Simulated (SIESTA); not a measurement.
Ta:

```
CELL_PARAMETERS angstrom
-1.65128 1.65128 1.65128
1.65128 -1.65128 1.65128
1.65128 1.65128 -1.65128
ATOMIC_POSITIONS crystal
Ta 0.00000 0.00000 0.00000
```

Base run:

| Property | Result |
| --- | --- |
| Program | SIESTA 5.4.2 |
| Functional | PBEsol |
| Potentials or basis | PseudoDojo 0.4 standard (PBEsol files) |
| Basis | TZP (energy shift 0.003 Ry; two zetas on semicore shells) |
| Grid cutoff | 800 Ry |
| Energy shift | 0.003 Ry |
| k mesh | 11 × 11 × 11 |
| Occupations | fermi-dirac, width 0.05 eV |
| Spin | no spin polarisation |

Its results: band gap on the k mesh none (metal or under the smearing width); pressure -3.9 GPa.

**Question.** The run is repeated on the same cell with these changes: basis from TZP (energy shift 0.003 Ry; two zetas on semicore shells) to SZ (energy shift 0.003 Ry). What comes out?

**Answer.** Band gap on the k mesh none (metal or under the smearing width); pressure -22.2 GPa.

Caveats: short orbitals over semicore shells can move pressures by several GPa; spin-orbit coupling is left out, which moves the levels of the heavy elements; the basis of atomic orbitals isn't converged, which shifts pressures, moduli and gaps; the basis has no polarisation orbitals (some runs).
